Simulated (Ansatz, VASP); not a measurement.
# TaN in VASP and in Ansatz

The input INCAR:

```
PREC = Accurate
ENCUT = 520
EDIFF = 1E-6
ISMEAR = -1
SIGMA = 0.05
LREAL = False
LASPH = True
NELM = 60
ALGO = Normal
ISIF = 2
LWAVE = False
LCHARG = True
GGA = PE
LELF = True
LVHAR = True
NBANDS = 15
```

The input KPOINTS:

```
regular mesh
0
Gamma
  10 10 9
```

The input POSCAR:

```
TaN
1.0
    2.9182812851      0.0000000000      0.0000000000
   -1.4591406425      2.5273057282      0.0000000000
    0.0000000000      0.0000000000      2.8636504237
Ta N
1 1
Direct
    0.0000000000      0.0000000000      0.5000000000
    0.6666666667      0.3333333333      0.0000000000
```

Contents of input.yaml:

```yaml
crystal:
  lattice:
    - [2.9182812851, 0.0, 0.0]
    - [-1.4591406425, 2.5273057282, 0.0]
    - [0.0, 0.0, 2.8636504237]
  atoms:
    - { symbol: Ta, position: [0.0, 0.0, 0.5] }
    - { symbol: "N", position: [0.6666666667, 0.3333333333, 0.0] }
kpoints:
  mp_grid: { grid: [10, 10, 9] }
scf:
  occupations: { method: fermi_dirac, width: 0.05 }
hamiltonian:
  xc: pbe
  pseudopotentials: { kind: all_electron, lapw: { basis_error: 0.0005 } }
output:
  forces: true
  stress: true
  eigenvalues: true
```

Change from the starting cell: volume scaled by 0.98.

Alike in both runs: task single point; functional PBE; k mesh 10 × 10 × 9; occupations fermi-dirac, width 0.05 eV; no spin polarisation.

|  | VASP | Ansatz |
| --- | --- | --- |
| version | VASP 6.6.1 | Ansatz 0.2.0 |
| potentials or method | VASP PAW PBE potentials, release 64 (Ta_pv, N) | all-electron LAPW, scalar-relativistic |
| plane-wave cutoff (eV) | 520 | see its input |

VASP gave:

| Quantity | Value |
| --- | --- |
| gap on the k mesh at the Fermi level (eV) | none |
| pressure (GPa) | 13.0 |
| largest component of the traceless stress (GPa) | 1.41 |

Question: Which values does Ansatz return?

Answer: gap on the k mesh at the Fermi level (eV): none; pressure (GPa): 12.3; largest component of the traceless stress (GPa): 1.28.

A gap of «none» marks a metal or a gap that the smearing closes. Ansatz ran all-electron here, so the differences hold the error of VASP's frozen core and of both bases.

Spin-orbit coupling is left out, which matters for the levels of Ta.
